# How good is a gap at a low cutoff?

## The decision

Suppose a WS₂ cell has to be computed many times and the gap is wanted to about 10 meV. The plane-wave cutoff then sets both the bill and the error. Since the number of plane waves grows as the 3/2 power of the cutoff, going from 250 to 420 eV roughly doubles the basis. Is the doubling needed?

Two sizes are worth remembering for this cell. At 250 eV the gap is wrong by about 20 meV, and at 300 eV by about 1 meV. So 250 eV misses the aim, 300 eV meets it, and the full doubling is not needed. Both gap errors stay below a tenth of the total-energy error per atom, and that error shrinks about tenfold for every further 60 eV of cutoff.

Ansatz 0.2.0, scalar-relativistic PBEsol without spin polarisation, plane waves and soft PAW datasets made for PBE; 9-atom WS₂ cell, slightly strained and with randomly displaced atoms, the same in every row. Kohn–Sham gaps are taken between points of an unshifted 8×8×1 k mesh, with Gaussian smearing of 0.02 eV. The density cutoff is four times the wave cutoff.

```tsv
wave cutoff	gap on mesh (eV)	direct gap on mesh (eV)
200 eV	0.992	1.17800
250 eV	0.957	1.16800
300 eV	0.975	1.17200
350 eV	0.976	1.17300
420 eV	0.976	1.17300
```

The gap on mesh is the distance from the highest occupied to the lowest empty level among the computed points of the zone. The direct gap on mesh compares the two levels at the same point. Errors below are taken relative to one more run on the same atoms at 600 eV, where the gap is 0.976 eV.

## Why the gap is a poor judge of itself

Read down the gap column: 0.992, then 0.957, then 0.975 eV. The gap starts too large, becomes too small and then settles. Somewhere between 200 and 250 eV its error must pass through zero, if it varies smoothly. A run at that cutoff would give the right gap with a bad basis.

The dip at 250 eV does not come from a band edge jumping to another place, because both edges stay at the same mesh points in every run. What changes is how far each edge shifts, counted from the mean electrostatic potential, which is the same in all runs. At 200 eV both edges lie too low, the valence edge by 21 meV and the conduction edge by 5 meV, so the gap is too wide. At 250 eV the valence edge is slightly too high and the conduction edge 13 meV too low, so the gap is too narrow.

Theory allows this. In a fixed potential a poorer basis could only raise each level, but here the potential is recomputed with every basis, so levels can also fall. A gap is moreover a difference of two levels, and no minimum principle fixes the sign of its error. The total energy is different: it is found by minimisation, so a richer basis normally lowers it. Here it does fall at every step, which makes it the better yardstick.

## Where the fast fall comes from

A cutoff is a shortest wavelength. A free electron of 200 eV has a wavelength of about 0.9 Å, and one of 420 eV about 0.6 Å. Detail much finer than this cannot be drawn by the plane waves, and the energy pays for it.

The PAW method replaces the sharp wiggles near each nucleus by a smooth curve and treats the difference separately. The plane waves therefore have to describe only smooth humps, and smooth humps contain very little of short wavelength. For a hump of Gaussian shape, the weight of a plane wave falls exponentially with its kinetic energy. Equal steps of cutoff then divide the error by roughly equal factors.

Real orbitals are not Gaussians, so the exponential is a sensible interpolation and no law. In these runs the density grid was also refined in step with the cutoff. The errors therefore belong to both together. They also belong to the soft PAW datasets used here, which were made for PBE and not for PBEsol.

## The rule

Let $E_\text{cut}$ be the cutoff and $\Delta E$ the error of the total energy per atom. Then

$$\Delta E \approx 1.5\ \text{eV}\times 10^{-(E_\text{cut}-200\ \text{eV})/60\ \text{eV}},\qquad |\Delta_\text{gap}| \lesssim \frac{\Delta E}{10}.$$

The first part is an estimate, the second a ceiling. The gap error $\Delta_\text{gap}$ may have either sign and may be much smaller than the ceiling.

Why should one tenth do? Both errors spring from the same missing short waves, so both should fade as the cutoff rises, though not in step. The energy, however, adds up the errors of about nine electrons per atom, while the gap involves only two levels. Shared evenly, the error would come to about a ninth of $\Delta E$ for each electron, which sets the scale for a single level. With six valence electrons on each sulfur atom, the 78 electrons of the cell leave 14 for each tungsten atom, so its compact 5s and 5p shells are included. They probably carry more than an even share, which would leave less for the levels at the gap, though these numbers do not test it. The tenth itself is empirical: the largest gap error, relative to the energy error per atom, is 8 percent, at 250 eV.

## Two rows worked by hand

**At 250 eV.** The cutoff lies 50 eV above the start, which is 50/60 = 0.83 of a tenfold step. Since $10^{-0.83}$ is about 0.15, the energy error is 1.5 × 0.15 ≈ 0.22 eV per atom. A tenth of that is 22 meV. The computed gap of 0.957 eV thus points to a converged value between 0.935 and 0.979 eV, and the 600 eV result lies inside, near the upper end.

**At 300 eV.** Now the distance is 100/60 = 1.67 steps, and $10^{-1.67}$ is about 0.021. The energy error becomes 0.032 eV per atom and the ceiling 3 meV. From 0.975 eV the converged gap should lie within 3 meV, and it is in fact 1 meV away.

The rule also runs backwards. A gap good to 10 meV asks for an energy error of 0.1 eV per atom, fifteen times less than at 200 eV. That is 1.2 tenfold steps, or about 70 eV, so a cutoff near 270 eV should do. No run was made there, but the value lies between two that were.

## How well it does

The estimate of the energy error is within a factor of two on all five rows, while the error itself falls from 1.5 eV to below 1 meV per atom. The ceiling holds for both gaps on every row. Its constants were chosen with these same rows in view, the two worked ones included, so the agreement describes this cell and does not test the rule on a new one.

A least-squares line through the logarithm of the energy error on all five rows gives a tenfold drop per 63 eV, which the rule rounds to 60. A law exponential in the square root of the cutoff fits slightly better. Five points hardly decide between them; the printed output after this text shows both.

Measured in meV, the ceiling is loosest at 200 eV. There it allows 150 meV, while the gap is off by only 16 meV. This small error should not be taken as a sign of quality, since the energy is still wrong by 1.5 eV per atom and the next cutoff moves the gap to the other side.

At the upper end the rule turns too hopeful. At 420 eV it predicts only half of the energy error that is found, so the real fall has become slower than tenfold per 60 eV. Continuing the rule to higher cutoffs would promise too much. For the gap this hardly matters, as 350 and 420 eV give the same value to the last printed digit.

## What a settled gap does not settle

A converged gap does not certify other results of the same run. At 300 eV the gap is within 1 meV, yet the pressure is still 0.12 GPa above its 600 eV value of 0.88 GPa. Someone who wants to relax the cell should watch the whole stress. The pressure is only the mean of its three diagonal components, and these differ strongly here. The program itself flagged every cutoff up to 350 eV as below its recommendation. At 420 eV it warned instead of a rough exchange-correlation potential where the density is thin, though the gap there agrees with the 600 eV run to the last printed digit.

Nor does a higher cutoff repair what the model leaves out. The lowest empty level was found at a mesh point close to the corner K of the zone, and K itself is not on the mesh. The full-zone gap may therefore be smaller than any value in the table. Spin–orbit coupling is also absent. It is expected to split the valence band strongly near K, but the highest occupied level here lies at the zone centre Γ. That splitting would move the valence edge of this cell only if its upper branch rose above the level at Γ. The conduction edge does lie near K, where a smaller splitting is expected to lower it somewhat.

The atoms were also shifted at random and the cell slightly strained, so 0.976 eV is not the gap of relaxed WS₂. What the series gives is the error made by the basis at fixed atoms.

## Carrying the idea to a neighbour

Take the same kind of series for an oxide. The oxygen 2p orbital is more compact than the sulfur 3p orbital, so with datasets of similar make it contains more short waves. The same accuracy is then expected to need a higher cutoff, and the constants 1.5 eV and 60 eV should not be carried over.

The procedure does carry over. Run at least three modest cutoffs and one high one, and read off how fast the total energy approaches the high value. Then compare the gap errors with the energy errors to find the fraction that serves as a ceiling in the new material. Too few cutoffs can mislead, because the gap error may be small by chance: here 200 and 300 eV alone would have missed the largest fraction, at 250 eV.

The analysis program printed:

```
Energy and pressure against the 600 eV run:
     row  energy error in meV per atom  steps of 60 eV  hand rule in meV per atom  rule over computed  pressure error in GPa
  200 eV                          1480               0                       1500               1.014                 -0.675
  250 eV                         239.5          0.8333                      220.2              0.9193                 0.2005
  300 eV                         26.36           1.667                      32.32               1.226                 0.1159
  350 eV                          2.94             2.5                      4.743               1.613                0.01553
  420 eV                          0.63           3.667                     0.3232               0.513                0.00468
Gap against the 600 eV run:
     row  valence edge shift in meV  conduction edge shift in meV  gap error in meV  direct gap error in meV  ceiling in meV  lowest converged gap in eV  highest converged gap in eV
  200 eV                     -20.53                        -4.995             15.54                    5.404             150                      0.8419                        1.142
  250 eV                      6.326                        -12.93            -19.26                   -4.375           22.02                      0.9351                       0.9791
  300 eV                      0.472                        -0.412            -0.884                   -0.714           3.232                      0.9722                       0.9787
  350 eV                      0.036                         0.067             0.031                    0.028          0.4743                      0.9759                       0.9769
  420 eV                     -0.024                        -0.049            -0.025                    0.015         0.03232                      0.9763                       0.9764
fit of lg on 5 rows: constant 3.275 +/- 0.36, coefficient of ecut -0.01588 +/- 0.0012; rms 0.154, worst 350 eV 0.249, leave-one-out rms 0.313
fit of lg on 5 rows: constant 8.007 +/- 0.53, coefficient of root -0.5527 +/- 0.03; rms 0.115, worst 350 eV 0.198, leave-one-out rms 0.201
Fitted rise of cutoff for a tenfold smaller energy error in eV: 62.97
Worst factor of the fit linear in cutoff: 1.773
Worst factor of the fit linear in root of cutoff: 1.579
Worst factor of the hand rule for the energy error: 1.949
Largest gap error as percent of energy error per atom: 8.041
Spread of the tabulated gaps in meV: 35
Spread of the tabulated direct gaps in meV: 10
Largest ratio of ceiling to gap error: 15.3
```
